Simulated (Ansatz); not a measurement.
# S (bcc type): the cost of one run

Program: Ansatz 0.2.0. Level of theory: DFT PBE, with the methods named in each step. These are calculated values, not measurements.

1 further run of the same task is left out (set aside as unsound or not needed).

**1. The starting structure**

It takes space group Im-3m (No. 229, cubic). Conventional cell: a = 3.160 Å, b = 3.160 Å, c = 3.160 Å, α = 90.00°, β = 90.00°, γ = 90.00°. S (site symmetry m-3m) is surrounded by 8 S at 2.74 Å.

Coordinates:

```cif
data_structure
_symmetry_space_group_name_H-M 'P 1'
_symmetry_Int_Tables_number 1
_cell_length_a 2.7362
_cell_length_b 2.7362
_cell_length_c 2.7362
_cell_angle_alpha 109.471
_cell_angle_beta 109.471
_cell_angle_gamma 109.471
_cell_volume 15.77
loop_
_atom_site_label
_atom_site_type_symbol
_atom_site_fract_x
_atom_site_fract_y
_atom_site_fract_z
_atom_site_occupancy
S1 S 0.00000 0.00000 0.00000 1
```

Whether this phase is the stable one at these pressures isn't tested.

**2. The reference volume, LAPW**

Contents of input.yaml:

```yaml
crystal:
  lattice:
    - [-1.57975295, 1.57975295, 1.57975295]
    - [1.57975295, -1.57975295, 1.57975295]
    - [1.57975295, 1.57975295, -1.57975295]
  atoms:
    - { symbol: S, position: [0.0, 0.0, 0.0] }
kpoints:
  mp_grid: { grid: [16, 16, 16] }
  band_path:
    path:
      - [0.0, 0.0, 0.0]
      - [0.5, -0.5, 0.5]
      - [0.0, 0.0, 0.5]
      - [0.0, 0.0, 0.0]
      - [0.25, 0.25, 0.25]
      - [0.5, -0.5, 0.5]
      - [0.25, 0.25, 0.25]
      - [0.0, 0.0, 0.5]
    npoints: 14
scf:
  occupations: { method: fermi_dirac, width: 0.1 }
hamiltonian:
  xc: pbe
  pseudopotentials: { kind: all_electron, lapw: { basis_error: 0.001 } }
output:
  forces: true
  stress: true
  eigenvalues: true
  populations: true
  dos: { projected: true, de: 0.2, e_range: [-14, 8] }
```

Started as:

```bash
$ ansatz run input.yaml --threads 1 --pin off --max-ram 2048MiB --backend cpu --events-out ev --progress --plain --runs-dir out
```

What time and memory should one allow on 1 thread of Arm Neoverse V1, shared host?

About 5.9 s, with a peak of 0.23 GiB.
